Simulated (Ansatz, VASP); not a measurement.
## MoS2: VASP beside Ansatz

The input INCAR:

```
SYSTEM = MoS2
PREC     = Accurate       ! precision mode
ENCUT    = 520            ! plane-wave cutoff, eV
EDIFF    = 1E-6           ! SCF threshold, eV
ISMEAR   = -1             ! smearing method
SIGMA    = 0.05           ! smearing width, eV
LREAL    = .FALSE.        ! projectors in reciprocal space
LASPH    = .TRUE.         ! aspherical terms in the spheres
NELM     = 60             ! most SCF steps
ALGO     = Normal         ! electronic algorithm
ISIF     = 2              ! what is computed and relaxed
LWAVE    = .FALSE.        ! write WAVECAR
LCHARG   = .TRUE.         ! write CHGCAR
GGA      = RP             ! functional
IVDW     = 12             ! dispersion correction
LELF     = .TRUE.         ! ELF
LVHAR    = .TRUE.       
NBANDS   = 20             ! bands
```

The input KPOINTS:

```
Automatic mesh
0
G
  9 9 4
  0 0 0
```

Contents of POSCAR:

```
MoS2
1.0
    3.2058030729      0.0000000000      0.0000000000
   -1.6029015365      2.7763069006      0.0000000000
    0.0000000000      0.0000000000      6.2701065500
Mo S
1 2
Direct
    0.0000000000      0.0000000000      0.5000000000
    0.6666666667      0.3333333333      0.7446806800
    0.3333333333      0.6666666667      0.2553193200
```

File input.yaml:

```yaml
crystal:
  lattice:
    - [3.2058030729, 0.0, 0.0]
    - [-1.6029015365, 2.7763069006, 0.0]
    - [0.0, 0.0, 6.27010655]
  atoms:
    - { symbol: Mo, position: [0.0, 0.0, 0.5] }
    - { symbol: S, position: [0.6666666667, 0.3333333333, 0.74468068] }
    - { symbol: S, position: [0.3333333333, 0.6666666667, 0.25531932] }
hamiltonian:
  xc: rpbe
  pseudopotentials: { kind: paw }
  dispersion: d3bj
kpoints:
  mp_grid: { grid: [9, 9, 4] }
scf:
  occupations: { method: fermi_dirac, width: 0.05 }
output:
  forces: true
  stress: true
  eigenvalues: true
```

Measurements of this composition are mostly on another form, of space group No. 194.

Alike in both runs: task single point; functional RPBE; dispersion D3(BJ); k mesh 9 × 9 × 4; occupations fermi-dirac, width 0.05 eV; no spin polarisation.

|  | VASP | Ansatz |
| --- | --- | --- |
| version | VASP 6.6.1 | Ansatz 0.2.0 |
| potentials or method | VASP PAW PBE potentials, release 64 (Mo_sv, S) | Ansatz PAW |
| plane-wave cutoff (eV) | 520 | 420 |
| valence electrons in the cell | 26 | 26 |

Ansatz gave:

| Quantity | Value |
| --- | --- |
| gap on the k mesh at the Fermi level (eV) | none |
| pressure (GPa) | -11.4 |
| largest component of the traceless stress (GPa) | 7.54 |
| rms of the force components (eV/Å) | 0.051 |
| dispersion energy (meV/atom) | -1872.2 |

Estimate VASP's values.

gap on the k mesh at the Fermi level (eV): none; pressure (GPa): -11.6; largest component of the traceless stress (GPa): 7.54; rms of the force components (eV/Å): 0.042; dispersion energy (meV/atom): -1872.1.

Atom by atom the forces differ by 0.009 eV/Å (rms over components). A gap of «none» marks a metal or a gap that the smearing closes.

Caveats: the PAW data sets were made with another functional, which shifts forces and pressure a little (VASP); the PAW data sets come from PBE, with cores solved anew for the run's functional, which leaves a small shift of forces and pressure (Ansatz).
